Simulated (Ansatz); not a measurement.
**PbS: response to strain**

Aim: deform PbS (equal xx and yy strain of -3 %) and compute stress, forces and field gradients with LAPW, PAW and all-electron datasets made for the crystal.

Computed with Ansatz 0.2.0 (DFT PBE, scalar-relativistic, unless a step's input says otherwise).

## (1) The system as given

The structure is cubic, space group Fm-3m (No. 225). Conventional cell: a = 5.930 Å, b = 5.930 Å, c = 5.930 Å, α = 90.00°, β = 90.00°, γ = 90.00°. Pb (site symmetry m-3m) is surrounded by 6 S at 2.96 to 2.97 Å. S (site symmetry m-3m) is surrounded by 6 Pb at 2.96 to 2.97 Å.

Structure file:

```xyz
2
Lattice="0.0000 2.9650 2.9650 2.9650 0.0000 2.9650 2.9650 2.9650 0.0000" Properties=species:S:1:pos:R:3 pbc="T T T"
Pb    0.0000    0.0000    0.0000
S     2.9650    2.9650    2.9650
```

Atoms are numbered in the order of the input: Pb1, S2.

## (2) The deformed structure

Space group Fm-3m before, I4/mmm after.

## (3) All-electron LAPW

Input file input.yaml:

```yaml
crystal:
  lattice:
    - [0.0, 2.87605, 2.965]
    - [2.87605, 0.0, 2.965]
    - [2.87605, 2.87605, 0.0]
  atoms:
    - { symbol: Pb, position: [0.0, 0.0, 0.0] }
    - { symbol: S, position: [0.5, 0.5, 0.5] }
kpoints:
  mp_grid: { grid: [8, 8, 8] }
  band_path:
    path:
      - [0.0, 0.0, 0.0]
      - [0.0, 0.5, 0.5]
      - [0.25, 0.75, 0.5]
      - [0.0, 0.5, 0.0]
      - [0.0, 0.0, 0.0]
      - [0.5, 0.5, 0.0]
      - [0.3676125, 0.6323875, 0.0]
      - [-0.3676125, 0.3676125, 0.0]
      - [0.0, 0.0, 0.0]
    npoints: 5
scf:
  occupations: { method: fermi_dirac, width: 0.01 }
hamiltonian:
  xc: pbe
  pseudopotentials: { kind: all_electron, lapw: { basis_error: 0.0005 } }
output:
  forces: true
  stress: true
  eigenvalues: true
```

Launch:

```bash
$ ansatz run input.yaml --threads 1 --pin off --max-ram 3072MiB --backend cpu --events-out ev --progress --plain --runs-dir out
```

## (4) PAW with frozen cores

Input file input.yaml:

```yaml
crystal:
  lattice:
    - [0.0, 2.87605, 2.965]
    - [2.87605, 0.0, 2.965]
    - [2.87605, 2.87605, 0.0]
  atoms:
    - { symbol: Pb, position: [0.0, 0.0, 0.0] }
    - { symbol: S, position: [0.5, 0.5, 0.5] }
kpoints:
  mp_grid: { grid: [8, 8, 8] }
scf:
  occupations: { method: fermi_dirac, width: 0.01 }
hamiltonian:
  xc: pbe
  pseudopotentials: { kind: paw }
output:
  forces: true
  stress: true
  eigenvalues: true
  efg: { contact_densities: true }
```

## (5) Datasets made for this crystal

Changes to input.yaml since step 4:

```diff
@@ -14,3 +14,3 @@
   xc: pbe
-  pseudopotentials: { kind: paw }
+  pseudopotentials: { kind: all_electron, datasets: crystal }
 output:
```

(Steps that only read results are left out.)

Before running it: what results should come out? Wanted: pressure; largest shear or deviatoric stress.

As calculated:

| quantity | value |
| --- | --- |
| pressure | LAPW 6.77, PAW 6.76, crystal datasets 6.77 GPa |
| largest shear or deviatoric stress (LAPW) | 3.33 GPa |

**Reading.** The largest part of the stress beyond the pressure is 3.33 GPa in size, in the zz component; the atoms are carried along and not relaxed. No run of the undeformed cell stands beside it, so the pressure holds what the given cell had before the change. PAW: stress within 0.01 GPa of LAPW. Crystal datasets: stress within 0.01 GPa of LAPW. Spin-orbit coupling is left out, though the cell holds Pb; in elements this heavy it can shift bands and gaps by tenths of an eV.
